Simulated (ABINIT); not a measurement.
# BN (Qingsongite): G0W0 with ABINIT, start to end

Aim: the G0W0 gap of BN (Qingsongite) on PBE, step by step.

Method: PBE and many-body steps on it, plane waves, in ABINIT 10.8.3.

## (1) Starting point

The structure is cubic, space group F-43m (No. 216). Conventional cell: a = 3.615 Å, b = 3.615 Å, c = 3.615 Å, α = 90.00°, β = 90.00°, γ = 90.00°. Nearest to B lie 4 N at 1.57 Å. N has 4 B at 1.57 Å nearest. Farther neighbours and most contacts between anions are not listed.

The cell and positions come from the Crystallography Open Database and are kept as given unless a step says otherwise.

## (2) Ground state

This step: ABINIT 10.8.3; DFT, PBE, plane waves, norm-conserving pseudopotentials.

The ground-state density comes first.

Contents of run.abi:

```
acell 3*1.0 Angstrom
rprim 
  -0.000000000000 1.807500000000 1.807500000000
  1.807500000000 0.000000000000 1.807500000000
  1.807500000000 1.807500000000 -0.000000000000
ntypat 2
znucl 5 7
natom 2
typat 1 2
xred 
  0.000000000000 0.000000000000 0.000000000000
  0.250000000000 0.250000000000 0.250000000000
pp_dirpath "pseudos"
pseudos "B.upf, N.upf"
ecut 36
ngkpt 10 10 10
nshiftk 1
shiftk 0 0 0
kptopt 1
chksymbreak 0
nband 9
occopt 1
tolvrs 1e-10
nstep 60
prtwf 0
indata_prefix "in"
outdata_prefix "out"
tmpdata_prefix "tmp"
```

Command:

```sh
$ OMP_NUM_THREADS=1 mpirun -n 4 abinit run.abi > log
```

Numbers of over 12 decimals in the logs are rounded to 6 here.

The log of the run:

```text
.Version 10.8.3 of ABINIT. v10.8.2 released Aug 2026.

 Symmetries : space group F-4 3 m (#216); Bravais cF (face-center cubic)
================================================================================
 Values of the parameters that define the memory need of the present run
     intxc =       0    ionmov =       0      iscf =       7    lmnmax =       4
     lnmax =       4     mgfft =      30  mpssoang =       2    mqgrid =    3001
     natom =       2  nloc_mem =       1    nspden =       1   nspinor =       1
    nsppol =       1      nsym =      24    n1xccc =    2501    ntypat =       2
    occopt =       1   xclevel =       2
-    mband =           9        mffmem =           1         mkmem =          12
       mpw =         845          nfft =       27000          nkpt =          47
================================================================================
  Rough estimation (10% accuracy) of disk space for files :
================================================================================

--------------------------------------------------------------------------------
------------- Echo of variables that govern the present computation ------------
--------------------------------------------------------------------------------
 -outvars: echo values of preprocessed input variables --------
            acell      1.8897261259E+00  1.8897261259E+00  1.8897261259E+00 Bohr

      chksymbreak           0
             ecut      3.60000000E+01 Hartree
-          fftalg         312

              ixc     -101130
              kpt      0.00000000E+00  0.00000000E+00  0.00000000E+00
                       1.00000000E-01  0.00000000E+00  0.00000000E+00
                       2.00000000E-01  0.00000000E+00  0.00000000E+00
                       3.00000000E-01  0.00000000E+00  0.00000000E+00
                       4.00000000E-01  0.00000000E+00  0.00000000E+00
                       5.00000000E-01  0.00000000E+00  0.00000000E+00
                       1.00000000E-01  1.00000000E-01  0.00000000E+00
                       2.00000000E-01  1.00000000E-01  0.00000000E+00
                       3.00000000E-01  1.00000000E-01  0.00000000E+00
   [... 36 further rows ...]
                      -3.00000000E-01  4.00000000E-01  2.00000000E-01
                      -3.00000000E-01  5.00000000E-01  2.00000000E-01
         kptrlatt       10    0    0      0   10    0      0    0   10
          kptrlen      4.83050094E+01
P           mkmem          12
            natom           2
            nband           9
            ngfft          30      30      30
             nkpt          47
            nstep          60
             nsym          24
           ntypat           2
              occ      2.000000  2.000000  2.000000  2.000000  0.000000  0.000000
[...]
prtwf           0
            rprim     -0.0000000000E+00  1.8075000000E+00  1.8075000000E+00
[...]
spgroup         216

           tolvrs      1.00000000E-10

             xred      0.0000000000E+00  0.0000000000E+00  0.0000000000E+00
[...]
znucl        5.00000    7.00000

================================================================================

 chkinp: Checking input parameters for consistency.

================================================================================
== DATASET  1 ==================================================================
-   mpi_nproc: 4, omp_nthreads: 1 (-1 if OMP is not activated)

--- !DatasetInfo
iteration_state: {dtset: 1, }
dimensions: {natom: 2, nkpt: 47, mband: 9, nsppol: 1, nspinor: 1, nspden: 1, mpw: 845, }
cutoff_energies: {ecut:  36.0, pawecutdg:  -1.0, }
electrons: {nelect:   8.00000000E+00, charge:   0.00000000E+00, occopt:   1.00000000E+00, tsmear:   1.00000000E-02, }

 Real(R)+Recip(G) space primitive vectors, cartesian coordinates (Bohr,Bohr^-1):
 R(1)=  0.0000000  3.4156800  3.4156800  G(1)= -0.1463837  0.1463837  0.1463837
 R(2)=  3.4156800  0.0000000  3.4156800  G(2)=  0.1463837 -0.1463837  0.1463837
 R(3)=  3.4156800  3.4156800  0.0000000  G(3)=  0.1463837  0.1463837 -0.1463837
 Unit cell volume ucvol=  7.9700586E+01 bohr^3
 Angles (23,13,12)=  6.00000000E+01  6.00000000E+01  6.00000000E+01 degrees

 getcut: wavevector=  0.0000  0.0000  0.0000  ngfft=  30  30  30
         ecut(hartree)=     36.000   => boxcut(ratio)=   2.30194

 getcut : COMMENT -
  Note that boxcut > 2.2 ; recall that boxcut=Gcut(box)/Gcut(sphere) = 2
  is sufficient for exact treatment of convolution.
  Such a large boxcut is a waste : you could raise ecut
  e.g. ecut=   47.690509 Hartrees makes boxcut=2

--- Pseudopotential description ------------------------------------------------
- B Generated using ONCVPSP code by D. R. Hamann
-  5.00000   3.00000  171031                  znucl, zion, pspdat
12 -101130 1 -1 1534                          pspcod,pspxc,lmax,lloc,mmax
     nproj     2     2
  pspatm : epsatm=    3.38844616
         --- l  ekb(1:nproj) -->
[...]
pspatm: atomic psp has been read  and splines computed

- N Generated using ONCVPSP code by D. R. Hamann
-  7.00000   5.00000  171031                  znucl, zion, pspdat
12 -101130 1 -1 1058                          pspcod,pspxc,lmax,lloc,mmax
     nproj     2     2
  pspatm : epsatm=    5.20977870
         --- l  ekb(1:nproj) -->
[...]
1   -4.293905   -1.006988
 pspatm: atomic psp has been read  and splines computed

   6.87857989E+01                                ecore*ucvol(ha*bohr**3)
--------------------------------------------------------------------------------

_setup2: Arith. and geom. avg. npw (full set) are     822.053     822.026

================================================================================

--- !BeginCycle
iteration_state: {dtset: 1, }
solver: {iscf: 7, nstep: 60, nline: 4, wfoptalg: 0, }
tolerances: {tolvrs: 1.00E-10, }

     iter   Etot(hartree)      deltaE(h)  residm     vres2
 ETOT  1  -13.353670328845    -1.335E+01 1.866E-01 1.447E+02
 ETOT  2  -13.373136893714    -1.947E-02 6.470E-03 1.104E+02
 ETOT  3  -13.402464776550    -2.933E-02 3.876E-03 1.734E-01
 ETOT  4  -13.402502334780    -3.756E-05 4.257E-03 1.682E-03
 ETOT  5  -13.402502505884    -1.711E-07 1.198E-03 3.940E-05
 ETOT  6  -13.402502511439    -5.556E-09 1.069E-03 2.572E-07
 ETOT  7  -13.402502511479    -3.939E-11 2.420E-04 2.030E-09
 ETOT  8  -13.402502511479    -1.315E-13 2.105E-04 5.379E-11

 At SCF step    8       vres2   =  5.38E-11 < tolvrs=  1.00E-10 =>converged.

 Cartesian components of stress tensor (hartree/bohr^3)
  sigma(1 1)= -6.42964066E-05  sigma(3 2)=  0.00000000E+00
  sigma(2 2)= -6.42964066E-05  sigma(3 1)=  0.00000000E+00
  sigma(3 3)= -6.42964066E-05  sigma(2 1)=  0.00000000E+00

--- !ResultsGS
iteration_state: {dtset: 1, }
comment   : Summary of ground state results
lattice_vectors:
- [ -0.0000000,   3.4156800,   3.4156800, ]
- [  3.4156800,   0.0000000,   3.4156800, ]
- [  3.4156800,   3.4156800,  -0.0000000, ]
lattice_lengths: [   4.83050,    4.83050,    4.83050, ]
lattice_angles: [ 60.000,  60.000,  60.000, ] # degrees, (23, 13, 12)
lattice_volume:   7.9700586E+01
convergence: {deltae: -1.315E-13, res2:  5.379E-11, residm:  2.105E-04, diffor: null, }
etotal    :  -1.34025025E+01
entropy   :   0.00000000E+00
fermie    :   3.02092262E-01
cartesian_stress_tensor: # hartree/bohr^3
- [ -6.42964066E-05,   0.00000000E+00,   0.00000000E+00, ]
- [  0.00000000E+00,  -6.42964066E-05,   0.00000000E+00, ]
- [  0.00000000E+00,   0.00000000E+00,  -6.42964066E-05, ]
pressure_GPa:   1.8917E+00
xred      :
- [  0.0000E+00,   0.0000E+00,   0.0000E+00,  B]
- [  2.5000E-01,   2.5000E-01,   2.5000E-01,  N]
cartesian_forces: # hartree/bohr
- [ -9.85398678E-30,  -9.85398678E-30,   2.95619603E-29, ]
- [  9.85398678E-30,   9.85398678E-30,  -2.95619603E-29, ]
force_length_stats: {min:   3.26819768E-29, max:   3.26819768E-29, mean:   3.26819768E-29, }

 Integrated electronic density in atomic spheres:
 ------------------------------------------------
 Atom  Sphere_radius  Integrated_density
    1        2.00000          3.32049900
    2        2.00000          5.75124674
================================================================================

 ----iterations are completed or convergence reached----

 Mean square residual over all n,k,spin=   10.187E-07; max=  21.054E-05
 reduced coordinates (array xred) for    2 atoms
       0.000000000000      0.000000000000      0.000000000000
       0.250000000000      0.250000000000      0.250000000000
 rms dE/dt=  9.5199E-29; max dE/dt=  1.3463E-28; dE/dt below (all hartree)
    1       0.000000000000      0.000000000000      0.000000000000
    2       0.000000000000      0.000000000000     -0.000000000000

 cartesian coordinates (angstrom) at end:
    1      0.000000     0.000000     0.000000
    2      0.903750     0.903750     0.903750

 cartesian forces (hartree/bohr) at end:
    1     -0.000000    -0.000000     0.000000
    2      0.000000     0.000000    -0.000000
 frms,max,avg= 1.8868948E-29 2.9561960E-29   0.000E+00  0.000E+00  0.000E+00 h/b

 cartesian forces (eV/Angstrom) at end:
    1     -0.000000    -0.000000     0.000000
    2      0.000000     0.000000    -0.000000
 frms,max,avg= 9.7028032E-28 1.5201371E-27   0.000E+00  0.000E+00  0.000E+00 e/A
 length scales=  1.889726125908  1.889726125908  1.889726125908 bohr
              =  1.000000000000  1.000000000000  1.000000000000 angstroms
 prteigrs : about to open file out_EIG
 Fermi (or HOMO) energy (hartree) =   0.30209   Average Vxc (hartree)=  -0.47450
 Eigenvalues (hartree) for nkpt=  47  k points:
 kpt#   1, nband=  9, wtk=  0.00100, kpt=  0.0000  0.0000  0.0000 (reduced coord)
  -0.44062    0.30209    0.30209    0.30209    0.62836    0.62836    0.62836    0.68304
   1.21148
 prteigrs : prtvol=0 or 1, do not print more k-points.

--- !EnergyTerms
iteration_state     : {dtset: 1, }
comment             : Components of total free energy in Hartree
kinetic             :  9.41230010599648E+00
hartree             :  1.79183179045680E+00
xc                  : -4.37198988812425E+00
Ewald energy        : -1.31703929426445E+01
psp_core            :  8.63052609504914E-01
local_psp           : -6.86018895556562E+00
non_local_psp       : -1.06711523110257E+00
total_energy        : -1.34025025114787E+01
total_energy_eV     : -3.64700672502578E+02
band_energy         :  1.04301569482710E-01

 Cartesian components of stress tensor (hartree/bohr^3)
  sigma(1 1)= -6.42964066E-05  sigma(3 2)=  0.00000000E+00
  sigma(2 2)= -6.42964066E-05  sigma(3 1)=  0.00000000E+00
  sigma(3 3)= -6.42964066E-05  sigma(2 1)=  0.00000000E+00

-Cartesian components of stress tensor (GPa)         [Pressure=  1.8917E+00 GPa]
- sigma(1 1)= -1.89166559E+00  sigma(3 2)=  0.00000000E+00
- sigma(2 2)= -1.89166559E+00  sigma(3 1)=  0.00000000E+00
- sigma(3 3)= -1.89166559E+00  sigma(2 1)=  0.00000000E+00

== END DATASET(S) ==============================================================
================================================================================

 -outvars: echo values of variables after computation  --------
           etotal     -1.3402502511E+01
            nband           9
             nkpt          47
          spgroup         216
 [... the other variables as echoed above ...]

 Calculation completed.
```

The job ended after 5.1 s (4 MPI ranks of Arm Neoverse V1, shared host; peak memory 0.25 GiB).

This step gave:

```yaml
total_energy: -364.7007 eV
gap: 4.535 eV
k_of_the_valence_top: 0, 0, 0
k_of_the_conduction_bottom: 0.5, 0.5, 0
least_direct_gap: 8.878 eV
pressure: 1.892 GPa
```

The gap is indirect, with the least direct gap 4.34 eV higher.

The cutoff was set for levels, not for stress, so the pressure can be off by some GPa.

(Part 1 of 3 ends here.)

[Paths, hosts, dates, memory and timing lines, banners, echoed tables and standing remarks are left out of the program output.]

[Logs are printed without paths, hosts, clocks, repeated set-up lines and the standing remarks that a program may print on its own settings, such as how far it seeks lower states.]

[Runs of the session that timed out or met a known fault of the program may be left out.]

[Hosts, paths, dates, database ids (printed as entryN), source tags and the programs' standing remarks are cut or masked in the printed files.]

[G0W0 gaps are taken among the corrected bands and points alone; a level outside them can change the order at an edge.]

[Where Ansatz stands beside ABINIT at settings called matched, ABINIT's density can come from a denser mesh and the files from another edition; pairs whose starting gaps differed by over 0.03 eV were left out, so agreement reads better than it is.]
